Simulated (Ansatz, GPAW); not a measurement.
CsPbBr3: the functional in 2 programs

```yaml
crystal:
  lattice:
    - [5.87000, 0.00000, 0.00000]
    - [0.00000, 5.87000, 0.00000]
    - [0.00000, 0.00000, 5.87000]
  atoms:
    - { symbol: Pb, position: [0.50000, 0.50000, 0.50000] }
    - { symbol: Cs, position: [0.00000, 0.00000, 0.00000] }
    - { symbol: Br, position: [0.50000, 0.50000, 0.00000] }
    - { symbol: Br, position: [0.50000, 0.00000, 0.50000] }
    - { symbol: Br, position: [0.00000, 0.50000, 0.50000] }
```

Measurements of this composition are mostly on another form, of space group No. 62.

Kept alike: task band structure; k mesh 5 × 5 × 5; occupations fermi-dirac, width 0.05 eV; no spin polarisation. The mesh is that of the run's cell of 5 atoms. No spin-orbit coupling.

- A: GPAW; the program's PAW data sets (release 1.2.1) made for this functional (LDA); GPAW PAW data sets (gpaw-data 1.2.1) (PBE); PAW data sets generated for this functional (PBEsol), cutoff 600 eV
- B: Ansatz, all-electron LAPW, scalar-relativistic

| functional | A: pressure (GPa) | B: pressure (GPa) |
| --- | --- | --- |
| LDA | -1.26 | -1.21 |
| PBE | 1.36 | 1.41 |
| PBEsol | -0.08 | -0.03 |

Pressure is positive in compression; plane-wave values hold the error of the finite cutoff.

Q: How large is the effect of the functional, and do the programs agree on it?

A: From LDA to PBE the pressure moves by +2.62 in A, +2.62 in B (GPa). Row by row the programs differ by 0.05 to 0.05, and over this span the shifts, as printed, agree within 1 %. Shifts from LDA: PBE +2.62, +2.62; PBEsol +1.18, +1.18; the programs' shifts differ by up to 0.00.
